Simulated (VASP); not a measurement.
## PbO2: equation of state with PBEsol

PbO2:

```xyz
3
Lattice="0.0000 2.6661 2.6661 2.6661 0.0000 2.6661 2.6661 2.6661 0.0000" Properties=species:S:1:pos:R:3 pbc="T T T"
Pb    0.0000    0.0000    0.0000
O     3.9991    3.9991    3.9991
O     1.3330    1.3330    1.3330
```

The cell comes from a database or a generator and needn't be the stable form of this composition.

```
Program                : VASP 6.6.1
Task                   : equation of state
Functional             : PBEsol
Potentials or basis    : VASP PAW PBE potentials, release 64 (Pb_d, O)
Cutoff                 : 520 eV
k mesh                 : 8 × 8 × 8
Occupations            : fermi-dirac, width 0.05 eV
Spin                   : no spin polarisation
Ladder                 : gaps
Further INCAR settings : ALGO = Fast; EDIFF = 1e-07
```

The equilibrium volume is 12.67 Å³/atom, the bulk modulus is 148 GPa and the pressure derivative of the bulk modulus is 4.6 (rough: it moves with the points fitted).

Energy against volume, from the lowest point:
| volume (Å³/atom) | energy (meV/atom) |
| --- | --- |
| 12.128 | 11.39 |
| 12.381 | 3.01 |
| 12.633 | 0.00 |
| 12.886 | 1.64 |
| 13.139 | 7.58 |

All runs of the series together: 2.9 min on 1 thread of Intel(R) Xeon(R) Platinum 8375C CPU @ 2.90GHz (Ice Lake) (shared host).

Caveat: the PAW data sets were made with another functional, which shifts forces and pressure a little. Spin-orbit coupling is left out, which matters for the levels of Pb.
